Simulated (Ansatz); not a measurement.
Set up this calculation in Ansatz 0.2.0, as the native input.

- Task: relaxation of cell and atoms
- Functional: PBEsol
- Potentials or basis: Ansatz PAW
- Cutoff: 420 eV (not typed: the program's choice for these potentials)
- k mesh: 8 × 8 × 8
- Occupations: fermi-dirac, width 0.05 eV
- Spin: no spin polarisation
- Target pressure: 2 GPa
- Target pressure (GPa): 2

InPd:

```
In Pd
1.0
     3.27188    0.00000    0.00000
     0.00000    3.27188    0.00000
     0.00000    0.00000    3.27188
In Pd
1 1
Direct
  0.00000 0.00000 0.00000
  0.50000 0.50000 0.50000
```

The cell comes from a database or a generator and needn't be the stable form of this composition.

One way to write it, as run:

input.yaml

```yaml
crystal:
  lattice:
    - [3.27188478, 0.0, 0.0]
    - [0.0, 3.27188478, 0.0]
    - [0.0, 0.0, 3.27188478]
  atoms:
    - { symbol: In, position: [0.0, 0.0, 0.0] }
    - { symbol: Pd, position: [0.5, 0.5, 0.5] }
hamiltonian:
  xc: pbesol
  pseudopotentials: { kind: paw }
kpoints:
  mp_grid: { grid: [8, 8, 8] }
scf:
  occupations: { method: fermi_dirac, width: 0.05 }
output:
  forces: true
  stress: true
  eigenvalues: true
  write_density: true
  write_potential: true
  elf: true
  volumetric_format: npy
relax:
  f_tol: 0.01
  max_steps: 40
  cell: { stress_tol: 0.05, p_target: 2.0 }
```

Potentials or basis: Ansatz PAW.

Command:

```sh
$ ansatz run input.yaml --threads 2 --pin off --max-ram 5632MiB --backend cpu --events-out ev --progress --plain --runs-dir out
```

Results of the run:

```
Relaxed volume                                         : 16.88 Å³/atom
Relaxed cell                                           : a = 3.232 Å, b = 3.232 Å, c = 3.232 Å, α = 90.00°, β = 90.00°, γ = 90.00°
Space group after relaxing (to 0.05 Å)                 : Pm-3m (No. 221)
Energy change on relaxing (the enthalpy is what falls) : -2.3 meV/atom
Ionic steps                                            : 5
Pressure after relaxing                                : 2.0 GPa
Band gap on the k mesh                                 : none (metal or under the smearing width)
```

Caveat: the plane-wave basis is chosen anew once the cell has moved, so the energies of steps on either side of that aren't comparable; the PAW data sets come from PBE, with cores solved anew for the run's functional, which leaves a small shift of forces and pressure.

Run time: 8.7 s on 2 threads of Arm Neoverse N1, on a shared host, peak memory 0.32 GiB.
